HSE06 looks out of place in this set of aluminium nitride calculations. Its crystal is almost the same size as that of r2SCAN, only 0.3% smaller, yet its formation energy is weaker by 0.12 eV/atom. Between LDA and PBE the two quantities go together: a larger cell comes with weaker formation. HSE06 suggests that cell size alone doesn't set the formation energy.

Ansatz 0.2.0 relaxations of cell and atoms for AlN (P6_3mc, 4-atom cell), using scalar-relativistic DFT with plane waves and PAW, no spin polarization or dispersion correction, and a 12×12×6 k mesh. Energies are relative to the elements' standard crystals or gases in the same functional, and volume changes are relative to the starting cell (10.63 Å³/atom).

```
functional  wave cutoff  energy over elements (eV/atom)  volume change (%)  volume per atom (Å³)
       LDA       420 eV                          -1.701             -3.960                10.211
       PBE       420 eV                          -1.369              0.130                10.645
    PBEsol       420 eV                          -1.468             -1.600                10.461
    r2SCAN       500 eV                          -1.631             -2.150                10.403
     HSE06       420 eV                          -1.508             -2.450                10.371
```

The volume change is counted from the starting cell, not from a measured one. PBE's change of only 0.13% therefore means that the start was close to PBE's own minimum, not that PBE is the most accurate.

**Why the cell grows from LDA to PBE.** LDA treats the electrons at each point as if they belonged to a uniform gas. PBE also looks at how steeply the density varies compared with its own size, and its exchange energy favours steep variation. Pulling the atoms apart thins the density between them and makes it relatively steeper, so PBE resists stretching less than LDA does. Its cell ends up 4.3% larger.

PBEsol uses weaker gradient terms and covers 58% of that volume shift. This fits the mechanism but doesn't isolate it, because the gradient terms of exchange and correlation are both changed and partly oppose each other.

**Why the formation energy weakens.** Forming AlN means giving up the bonds in aluminium metal and in N₂ to make Al–N bonds. LDA overbinds solids and molecules alike, but what counts is the difference. Formation is 0.33 eV/atom stronger in LDA than in PBE, so LDA must add more binding to the nitride than to the two elements together. A plausible reason is that each nitrogen atom in AlN is bonded on all sides, unlike in N₂, which leaves fewer of the steep density tails that PBE rewards.

**Could the cell size itself cause the energy trend?** A crystal near its best volume behaves like a spring. If $B$ is its stiffness, $V_0$ the starting volume per atom and $\Delta V$ the volume shift, the energy cost is

$$E=\frac{B\,(\Delta V)^2}{2V_0}.$$

The r2SCAN run supplies the stiffness. Its starting cell stood under a tension of 4.385 GPa and shrank by 2.15% on relaxation, which gives $B\approx4.385/0.0215\approx204$ GPa. The spring formula then predicts that relaxation releases 3.1 meV/atom; the run gave 3.2. This is a check that the spring picture holds over a 2% change, not an independent test of the functional.

Now force the LDA crystal to PBE's volume, a shift of $10.645-10.211=0.434$ Å³/atom. With $V_0\approx10.63$ Å³/atom and 1 eV/Å³ = 160.2 GPa,

$$E\approx\frac{204\times0.434^2}{2\times10.63\times160.2}\approx0.011\ \text{eV/atom}.$$

That is about 3% of the difference in formation energy between LDA and PBE. The estimate borrows r2SCAN's stiffness for LDA, but even a doubled stiffness would leave the conclusion standing. Volume and formation energy are thus two effects of the same change of functional; the first doesn't produce the second.

**Why r2SCAN and HSE06 leave the line.** A straight line of formation energy against volume, fixed by LDA and PBE alone, puts r2SCAN 0.08 eV/atom too weak and HSE06 0.07 eV/atom too strong. PBEsol also misses it, by 0.04 eV/atom, so even functionals built only from the density and its gradient don't share one line. r2SCAN and HSE06 bring in further information, which gives them more ways to leave the path from LDA to PBE.

HSE06 replaces part of PBE's short-range exchange by exact exchange. This reduces the spurious repulsion of an electron with itself and tends to hold electrons more tightly on nitrogen, in keeping with a cell 2.6% smaller than PBE's. PBE is also known to bind N₂ too strongly, and exact exchange mends much of that. This favours the nitride only if the nitride loses less binding than the elements do. LDA shows why the condition matters: it is expected to overbind N₂ even more than PBE, yet it gives the strongest formation here. Both effects may contribute to HSE06's stronger formation compared with PBE, but these runs don't separate them.

r2SCAN uses the kinetic energy of the electrons to tell metallic regions from covalent bonds, and so can correct the metal, the molecule and the nitride differently. Why it ends up with stronger formation than HSE06 remains open. To see whether the nitride, the metal or the molecule makes the difference, each would have to be compared with its free atoms in both functionals. The two runs share the same set of atomic potentials but not the wave cutoff, which was 500 eV for r2SCAN and 420 eV for HSE06; the effect of that difference is untested. The 0.3% volume difference is too small to interpret under these conditions.

**What to do about it.** Don't try to repair a formation energy by imposing a better lattice constant: here that is worth about 0.01 eV/atom at most, against differences of tenths of an eV. Check the element references instead, with the same functional and potentials as the compound. Nor does a formation energy close to a measured one show that a functional describes the bonding well: errors in the compound and in the elements can partly cancel in the difference. The printed output below gives the elastic cost and the departure from the line for each functional.

The analysis program printed:

```
Volume of PBE above LDA in percent of LDA: 4.25
Formation energy of PBE less that of LDA in eV/atom: 0.332
PBEsol share of the LDA-to-PBE volume shift: 0.576
PBEsol share of the LDA-to-PBE energy shift: 0.7018
Exchange gradient coefficient of PBEsol over that of PBE: 0.5455
Correlation gradient coefficient of PBEsol over that of PBE: 0.6866
Stiffness from the r2SCAN starting tension in GPa: 204
Elastic model energy released in the r2SCAN relaxation in meV/atom: 3.127
Computed energy released in the r2SCAN relaxation in meV/atom: 3.175
Cost of a forced volume against the energy trend:
     row  elastic cost at PBE volume in meV/atom  formation energy less PBE in meV/atom
     LDA                                   11.28                                   -332
     PBE                                       0                                      0
  PBEsol                                   2.028                                    -99
  r2SCAN                                   3.508                                   -262
   HSE06                                   4.497                                   -139
Largest elastic cost in percent of the LDA-to-PBE energy difference: 3.398
Departure from the straight line LDA to PBE:
     row  formation energy less line in meV/atom
     LDA                                       0
     PBE                                       0
  PBEsol                                   41.76
  r2SCAN                                  -76.88
   HSE06                                    70.6
HSE06 volume less PBE volume in percent of PBE: -2.574
HSE06 volume less r2SCAN volume in percent of r2SCAN: -0.3076
HSE06 formation energy less r2SCAN in eV/atom: 0.123
HSE06 formation energy less PBE in eV/atom: -0.139
```
